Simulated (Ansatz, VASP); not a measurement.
## One calculation of C, two programs

```xyz
2
Lattice="1.8124 1.8124 0.0000 -1.8124 1.8124 0.0000 0.0000 1.8124 1.7678" Properties=species:S:1:pos:R:3 pbc="T T T"
C     0.0000    1.8124    0.0000
C     0.9062    2.7187    0.8839
```

Change from the starting cell: in-plane strain +0.02, out-of-plane length and atoms relaxed by PAW.

Alike in both runs: functional PBEsol; k mesh 12 × 12 × 12; no spin polarisation.

Ansatz relaxed the structure, and its values are those at the end. VASP's run is a single point on that final structure, the one shown.

|  | VASP | Ansatz |
| --- | --- | --- |
| version | VASP 6.6.1 | Ansatz 0.2.0 |
| potentials or method | VASP PAW PBE potentials, release 64 (C) | PAW with Ansatz's default frozen-core files, scalar-relativistic |
| plane-wave cutoff (eV) | 520 | 420 |
| occupations | gaussian, width 0.01 eV | fixed |
| valence electrons in the cell | 8 | 8 |

|  | VASP | Ansatz | Ansatz less VASP |
| --- | --- | --- | --- |
| gap on the k mesh at the Fermi level (eV) | 3.37 | 3.37 | +0.005 |
| pressure (GPa) | -13.6 | -14.5 | -0.93 |

Caveats: the PAW data sets were made with another functional, which shifts forces and pressure a little (VASP).
